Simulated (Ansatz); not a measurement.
# TaN: stress in a strained cell

Aim: deform TaN (equal xy, yz and zx engineering shear strains of -2 %) and compute stress, forces and field gradients with LAPW, PAW and all-electron datasets made for the crystal.

Method: DFT PBEsol, scalar-relativistic, in Ansatz 0.2.0.

### 1 The system as given

Symmetry: P6_3/mmc, No. 194, hexagonal system. The conventional cell has a = 3.048 Å, b = 3.048 Å, c = 4.918 Å, α = 90.00°, β = 90.00°, γ = 120.00°. Ta (site symmetry -3m) is surrounded by 6 N at 2.15 Å and 2 Ta at 2.46 Å. N (site symmetry -6m2) has 6 Ta at 2.15 Å as nearest neighbours.

As a file:

```xyz
4
Lattice="3.0480 0.0000 0.0000 -1.5240 2.6396 0.0000 0.0000 0.0000 4.9180" Properties=species:S:1:pos:R:3 pbc="T T T"
Ta    0.0000    0.0000    0.0000
Ta    0.0000    0.0000    2.4590
N     0.0000    1.7598    1.2295
N     1.5240    0.8799    3.6885
```

Atoms are numbered in the order of the input: Ta1, Ta2, N3, N4.

### 2 After the deformation

Space group P6_3/mmc before, P-1 after.

### 3 LAPW, all electrons

Contents of input.yaml:

```yaml
crystal:
  lattice:
    - [3.0480019786, -0.0304800198, -0.0304800198]
    - [-1.5503974607, 2.6548871541, -0.0111564616]
    - [-0.04918, -0.04918, 4.918]
  atoms:
    - { symbol: Ta, position: [0.0, 0.0, 0.0] }
    - { symbol: Ta, position: [0.0, 0.0, 0.5] }
    - { symbol: "N", position: [0.3333333333, 0.6666666667, 0.25] }
    - { symbol: "N", position: [0.6666666667, 0.3333333333, 0.75] }
kpoints:
  mp_grid: { grid: [9, 9, 5] }
  band_path:
    path:
      - [0.0, 0.0, 0.0]
      - [0.0, 0.0, 0.5]
      - [-0.5, 0.5, 0.0]
      - [0.0, 0.0, 0.0]
      - [0.0, -0.5, 0.0]
      - [-0.5, 0.0, 0.5]
      - [0.0, 0.0, 0.0]
      - [-0.5, 0.0, 0.0]
      - [0.0, -0.5, 0.5]
    npoints: 5
scf:
  occupations: { method: fermi_dirac, width: 0.01 }
hamiltonian:
  xc: pbesol
  pseudopotentials: { kind: all_electron, lapw: { basis_error: 0.0005 } }
output:
  forces: true
  stress: true
  eigenvalues: true
```

Started as:

```
$ ansatz run input.yaml --threads 1 --pin off --max-ram 6144MiB --backend cpu --events-out ev --progress --plain --runs-dir out
```

### 4 PAW with frozen cores

Contents of input.yaml:

```yaml
crystal:
  lattice:
    - [3.0480019786, -0.0304800198, -0.0304800198]
    - [-1.5503974607, 2.6548871541, -0.0111564616]
    - [-0.04918, -0.04918, 4.918]
  atoms:
    - { symbol: Ta, position: [0.0, 0.0, 0.0] }
    - { symbol: Ta, position: [0.0, 0.0, 0.5] }
    - { symbol: "N", position: [0.3333333333, 0.6666666667, 0.25] }
    - { symbol: "N", position: [0.6666666667, 0.3333333333, 0.75] }
kpoints:
  mp_grid: { grid: [9, 9, 5] }
scf:
  occupations: { method: fermi_dirac, width: 0.01 }
hamiltonian:
  xc: pbesol
  pseudopotentials: { kind: paw }
output:
  forces: true
  stress: true
  eigenvalues: true
  efg: { contact_densities: true }
```

### 5 Datasets made for this crystal

input.yaml, as its differences from that of step 4:

```diff
@@ -16,3 +16,3 @@
   xc: pbesol
-  pseudopotentials: { kind: paw }
+  pseudopotentials: { kind: all_electron, datasets: crystal }
 output:
```

(Steps that only read results are left out.)

Q: Predict the outcome of this session. Wanted: pressure; largest shear or deviatoric stress.

**Answer**, as computed:

```
                                 quantity                                              value
                                 pressure  LAPW 48.43, PAW 49.04, crystal datasets 48.43 GPa
largest shear or deviatoric stress (LAPW)                                          56.02 GPa
```

The largest part of the stress beyond the pressure is 56.02 GPa in size, in the zz component; the atoms are carried along and not relaxed. No run of the undeformed cell stands beside it, so the pressure holds what the given cell had before the change. PAW: stress within 0.89 GPa of LAPW, forces within 5 meV/Å. Crystal datasets: stress within 0.01 GPa of LAPW, forces within 1 meV/Å. Spin-orbit coupling is left out, though the cell holds Ta; in elements this heavy it can shift bands and gaps by tenths of an eV.
